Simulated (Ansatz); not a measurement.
```yaml
crystal:
  lattice:
    - [4.5952176447, 0.0, 0.0]
    - [-2.2976088223, 3.9795752162, 0.0]
    - [0.0, 0.0, 7.5349503494]
  atoms:
    - { symbol: Ag, position: [0.3333333333, 0.6666666667, 0.0] }
    - { symbol: Ag, position: [0.6666666667, 0.3333333333, 0.5] }
    - { symbol: I, position: [0.3333333333, 0.6666666667, 0.375] }
    - { symbol: I, position: [0.6666666667, 0.3333333333, 0.875] }
basis:
  ecutwfc: 420
  ecutrho_ratio: 4
kpoints:
  mp_grid: { grid: [8, 8, 6] }
hamiltonian:
  xc: pbe
scf:
  occupations: { method: gaussian, width: 0.05 }
output:
  forces: true
  stress: true
  eigenvalues: true
relax:
  f_tol: 0.01
  max_steps: 60
  cell: { stress_tol: 0.04 }
```

Problem. What does this Ansatz input ask for?

Solution. It asks for a full relaxation of cell and atoms of AgI with PBE (scalar-relativistic), a cutoff of 420 eV (density cutoff 4 times that), a Γ-centred 8×8×6 mesh and Gaussian smearing of 0.05 eV, without spin polarisation. Stop at forces under 0.01 eV/Å and stress under 0.04 GPa, or after 60 steps. Forces, stress and eigenvalues are wanted.

Problem. How large is the problem?

Solution. 72 valence electrons, 2839 plane waves at Γ (in the final cell), 12 symmetry operations and 40 irreducible k-points; it took 38 SCF iterations in all.

Launched as:
```sh
ansatz run input.yaml --threads 2 --pin off --max-ram 2662MiB --backend cpu --events-out ev --progress --plain --runs-dir out
```

Problem. About how long does the run take on 2 threads of Arm Neoverse V2 (shared host), and how much memory does it need?

Solution. About 86 s, with a peak of 0.51 GiB.

The chain of runs began from a cell as deposited in COD, expanded in volume.
